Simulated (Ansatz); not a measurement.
# Ge (P6_3mc) in Ansatz: further runs, part 2 of 2

Ansatz 0.2.0. Earlier steps stand in the parts before.

**5. Single point, LDA, 38.27 Å³/atom (volume scaled by 0.98)**

input.yaml

```yaml
crystal:
  lattice:
    - [4.0232197949, 0.0, 0.0]
    - [-2.0116098974, 3.4842105474, 0.0]
    - [0.0, 0.0, 10.919575844]
  atoms:
    - { symbol: Ge, position: [0.6666666667, 0.3333333333, 0.414848] }
    - { symbol: Ge, position: [0.3333333333, 0.6666666667, 0.914848] }
    - { symbol: Ge, position: [0.0, 0.0, 0.477452] }
    - { symbol: Ge, position: [0.0, 0.0, 0.977452] }
hamiltonian:
  xc: lda
  pseudopotentials: { kind: paw }
kpoints:
  mp_grid: { grid: [8, 8, 3] }
scf:
  occupations: { method: fermi_dirac, width: 0.05 }
output:
  forces: true
  stress: true
  eigenvalues: true
```

Launch:

```console
ansatz run input.yaml --threads 2 --pin off --max-ram 5632MiB --backend cpu --events-out ev --progress --plain --runs-dir out
```

Wall time 6.6 s (2 threads of Intel Xeon at 2.50GHz (Skylake/Cascade Lake), shared host); peak memory 0.39 GiB.

It converged, with:

| Quantity | Value |
| --- | --- |
| Free energy | -16860.4332 eV |
| Pressure | -2.0 GPa |
| Largest force | 0.231 eV/Å |
| Band gap on the k mesh | 0.68 eV, indirect (least direct gap 0.69 eV) |

Caveat: odd divisions of the mesh miss points on the zone boundary, where band edges often lie, so the gap on the mesh can be too wide; the PAW data sets come from PBE, with cores solved anew for the run's functional, which leaves a small shift of forces and pressure.

**6. Single point, LDA, 39.05 Å³/atom**

input.yaml, as its differences from that of step 5:

```diff
@@ -2,5 +2,5 @@
   lattice:
-    - [4.0232197949, 0.0, 0.0]
-    - [-2.0116098974, 3.4842105474, 0.0]
-    - [0.0, 0.0, 10.919575844]
+    - [4.0504045371, 0.0, 0.0]
+    - [-2.0252022685, 3.5077532247, 0.0]
+    - [0.0, 0.0, 10.993359]
   atoms:
@@ -21 +21,5 @@
   eigenvalues: true
+  write_density: true
+  write_potential: true
+  elf: true
+  volumetric_format: npy
```

Potentials or basis: Ansatz PAW.

Launch:

```console
ansatz run input.yaml --threads 2 --pin off --max-ram 5632MiB --backend cpu --events-out ev --progress --plain --runs-dir out
```

It took 9.8 s on 2 threads of Intel Xeon at 2.50GHz (Skylake/Cascade Lake), shared host; peak memory 0.41 GiB.

The run converged. Its results:

- Free energy: -16860.3886 eV
- Pressure: -2.5 GPa
- Largest force: 0.277 eV/Å
- Band gap on the k mesh: 0.56 eV, indirect (least direct gap 0.68 eV)

Caveat: odd divisions of the mesh miss points on the zone boundary, where band edges often lie, so the gap on the mesh can be too wide; the PAW data sets come from PBE, with cores solved anew for the run's functional, which leaves a small shift of forces and pressure.

**7. Single point, LDA, 39.83 Å³/atom (volume scaled by 1.02)**

input.yaml, as its differences from that of step 6:

```diff
@@ -2,5 +2,5 @@
   lattice:
-    - [4.0504045371, 0.0, 0.0]
-    - [-2.0252022685, 3.5077532247, 0.0]
-    - [0.0, 0.0, 10.993359]
+    - [4.07722919, 0.0, 0.0]
+    - [-2.0386145949, 3.5309840555, 0.0]
+    - [0.0, 0.0, 11.0661648237]
   atoms:
@@ -21,5 +21 @@
   eigenvalues: true
-  write_density: true
-  write_potential: true
-  elf: true
-  volumetric_format: npy
```

Launch:

```console
ansatz run input.yaml --threads 2 --pin off --max-ram 5632MiB --backend cpu --events-out ev --progress --plain --runs-dir out
```

It took 7.1 s on 2 threads of Intel Xeon at 2.50GHz (Skylake/Cascade Lake), shared host; peak memory 0.4 GiB.

The run converged. Its results:

```
Free energy            : -16860.3351 eV
Pressure               : -3.0 GPa
Largest force          : 0.319 eV/Å
Band gap on the k mesh : 0.44 eV, indirect (least direct gap 0.58 eV)
```

Caveat: odd divisions of the mesh miss points on the zone boundary, where band edges often lie, so the gap on the mesh can be too wide; the PAW data sets come from PBE, with cores solved anew for the run's functional, which leaves a small shift of forces and pressure.

**8. Single point, LDA, 40.61 Å³/atom (volume scaled by 1.04)**

input.yaml, as its differences from that of step 7:

```diff
@@ -2,5 +2,5 @@
   lattice:
-    - [4.07722919, 0.0, 0.0]
-    - [-2.0386145949, 3.5309840555, 0.0]
-    - [0.0, 0.0, 11.0661648237]
+    - [4.103705446, 0.0, 0.0]
+    - [-2.051852723, 3.5539131659, 0.0]
+    - [0.0, 0.0, 11.1380250504]
   atoms:
```

Launch:

```console
ansatz run input.yaml --threads 2 --pin off --max-ram 5632MiB --backend cpu --events-out ev --progress --plain --runs-dir out
```

It took 7.1 s on 2 threads of Intel Xeon at 2.50GHz (Skylake/Cascade Lake), shared host; peak memory 0.4 GiB.

Results (log left out):

```yaml
Free_energy: -16860.2737 eV
Pressure: -3.3 GPa
Largest_force: 0.358 eV/Å
Band_gap_on_the_k_mesh: 0.34 eV, indirect (least direct gap 0.50 eV)
```

Caveat: odd divisions of the mesh miss points on the zone boundary, where band edges often lie, so the gap on the mesh can be too wide; the PAW data sets come from PBE, with cores solved anew for the run's functional, which leaves a small shift of forces and pressure.

**9. Single point, LDA, 41.39 Å³/atom (volume scaled by 1.06)**

input.yaml, as its differences from that of step 8:

```diff
@@ -2,5 +2,5 @@
   lattice:
-    - [4.103705446, 0.0, 0.0]
-    - [-2.051852723, 3.5539131659, 0.0]
-    - [0.0, 0.0, 11.1380250504]
+    - [4.129844402, 0.0, 0.0]
+    - [-2.064922201, 3.5765501658, 0.0]
+    - [0.0, 0.0, 11.2089697979]
   atoms:
@@ -21 +21,5 @@
   eigenvalues: true
+  write_density: true
+  write_potential: true
+  elf: true
+  volumetric_format: npy
```

Potentials or basis: Ansatz PAW.

Launch:

```console
ansatz run input.yaml --threads 2 --pin off --max-ram 5632MiB --backend cpu --events-out ev --progress --plain --runs-dir out
```

Run time: 9.8 s. Hardware: 2 threads of Intel Xeon at 2.50GHz (Skylake/Cascade Lake), shared host; peak memory 0.42 GiB.

It converged, with:

```
Free energy            : -16860.2054 eV
Pressure               : -3.7 GPa
Largest force          : 0.397 eV/Å
Band gap on the k mesh : 0.25 eV, indirect (least direct gap 0.42 eV)
```

Caveat: odd divisions of the mesh miss points on the zone boundary, where band edges often lie, so the gap on the mesh can be too wide; the PAW data sets come from PBE, with cores solved anew for the run's functional, which leaves a small shift of forces and pressure.

**10. Equation of state, LDA**

This step only gathers the single runs of the series.

Results:

| Item | Value |
| --- | --- |
| Equilibrium volume | 35.84 Å³/atom (rough: see the caveat) |
| Bulk modulus at fixed shape and positions | 37 GPa (rough) |

Energy against volume, from the lowest point:
```
volume (Å³/atom)  energy (meV/atom)
          36.705               0.00
          37.486               5.61
          38.267              14.16
          39.048              25.28
          39.829              38.67
          40.610              54.03
          41.391              71.10
```

Caveat: the minimum lies outside the volumes run; the cell was scaled at fixed shape and fractional positions, which overstates the stiffness of a crystal with free parameters, most of all of layers and chains.

**11. Band structure, r2SCAN**

input.yaml

```yaml
crystal:
  lattice:
    - [4.0504045371, 0.0, 0.0]
    - [-2.0252022685, 3.5077532247, 0.0]
    - [0.0, 0.0, 10.993359]
  atoms:
    - { symbol: Ge, position: [0.6666666667, 0.3333333333, 0.414848] }
    - { symbol: Ge, position: [0.3333333333, 0.6666666667, 0.914848] }
    - { symbol: Ge, position: [0.0, 0.0, 0.477452] }
    - { symbol: Ge, position: [0.0, 0.0, 0.977452] }
hamiltonian:
  xc: r2scan
  pseudopotentials: { kind: paw }
kpoints:
  mp_grid: { grid: [8, 8, 3] }
  band_path:
    path:
      - [[0.0, 0.0, 0.0], [0.5, 0.0, 0.0], [0.3333333333, 0.3333333333, 0.0], [0.0, 0.0, 0.0], [0.0, 0.0, 0.5], [0.5, 0.0, 0.5], [0.3333333333, 0.3333333333, 0.5], [0.0, 0.0, 0.5]]
      - [[0.5, 0.0, 0.5], [0.5, 0.0, 0.0]]
      - [[0.3333333333, 0.3333333333, 0.0], [0.3333333333, 0.3333333333, 0.5]]
    npoints: 14
scf:
  occupations: { method: fermi_dirac, width: 0.05 }
  n_extra_bands: 10
output:
  forces: true
  stress: true
  eigenvalues: true
  fatbands: false
```

Launch:

```console
ansatz run input.yaml --threads 2 --pin off --max-ram 5632MiB --backend cpu --events-out ev --progress --plain --runs-dir out
```

Wall time 51 s (2 threads of Intel Xeon at 2.50GHz (Skylake/Cascade Lake), shared host); peak memory 0.91 GiB.

Results (log left out):

- Free energy: -17209.3491 eV
- Pressure: -1.8 GPa
- Largest force: 0.266 eV/Å
- Band gap along the path: none (metal or under the smearing width)

Forces in eV/Å, atoms in the order of the input:
```
Ge   0.000  0.000  0.266
Ge   0.000  0.000  0.266
Ge   0.000  0.000 -0.266
Ge   0.000  0.000 -0.266
```

Stress tensor (GPa, compression positive):
```
-2.28  0.00  0.00
 0.00 -2.28  0.00
 0.00  0.00 -0.89
```

Levels at the corners of the path, in eV from the Fermi level:
| point | band 24 | band 25 | band 26 | band 27 | band 28 | band 29 | band 30 | band 31 | band 32 | band 33 |
| --- | --- | --- | --- | --- | --- | --- | --- | --- | --- | --- |
| Γ | -3.42 | -0.54 | -0.54 | -0.53 | -0.53 | 0.71 | 0.88 | 1.82 | 4.02 | 4.07 |
| M | -7.66 | -2.13 | -2.11 | -1.32 | -1.13 | 0.64 | 0.88 | 1.86 | 1.92 | 5.37 |
| K | -8.52 | -3.86 | -3.86 | -0.22 | -0.01 | -0.01 | 0.22 | 4.75 | 4.75 | 6.38 |
| Γ | -3.42 | -0.54 | -0.54 | -0.53 | -0.53 | 0.71 | 0.88 | 1.82 | 4.02 | 4.07 |
| A | -3.67 | -0.53 | -0.53 | -0.53 | -0.53 | 0.75 | 0.75 | 2.81 | 2.81 | 4.08 |
| L | -7.66 | -2.12 | -2.12 | -1.21 | -1.21 | 0.72 | 0.72 | 1.90 | 1.90 | 5.93 |
| H | -8.53 | -3.86 | -3.86 | -0.01 | -0.01 | -0.01 | -0.01 | 4.57 | 4.57 | 6.65 |
| A | -3.67 | -0.53 | -0.53 | -0.53 | -0.53 | 0.75 | 0.75 | 2.81 | 2.81 | 4.08 |
| L | -7.66 | -2.12 | -2.12 | -1.21 | -1.21 | 0.72 | 0.72 | 1.90 | 1.90 | 5.93 |
| M | -7.66 | -2.13 | -2.11 | -1.32 | -1.13 | 0.64 | 0.88 | 1.86 | 1.92 | 5.37 |
| K | -8.52 | -3.86 | -3.86 | -0.22 | -0.01 | -0.01 | 0.22 | 4.75 | 4.75 | 6.38 |
| H | -8.53 | -3.86 | -3.86 | -0.01 | -0.01 | -0.01 | -0.01 | 4.57 | 4.57 | 6.65 |

Caveat: the PAW data sets come from PBE, with cores solved anew for the run's functional, which leaves a small shift of forces and pressure.

**12. The runs side by side**

| task | level | cutoff (eV) | points for each segment of the path | pressure (GPa) | largest force (eV/Å) |
| --- | --- | --- | --- | --- | --- |
| band structure | LDA | 420 | 14 | -2.5 | 0.28 |
| equation of state | LDA | 420 | - | - | - |
| band structure | r2SCAN | 500 | 14 | -1.8 | 0.27 |

Alike in all rows: potentials or basis Ansatz PAW; no spin polarisation; cell as given; k mesh 8 × 8 × 3; smearing fermi-dirac 0.05 eV.

Caveats: the PAW data sets come from PBE, with cores solved anew for the run's functional, which leaves a small shift of forces and pressure (some runs); the minimum lies outside the volumes run (some runs); the cell was scaled at fixed shape and fractional positions, which overstates the stiffness of a crystal with free parameters, most of all of layers and chains (some runs).

Absolute energies hang on the potentials; compare differences alone.
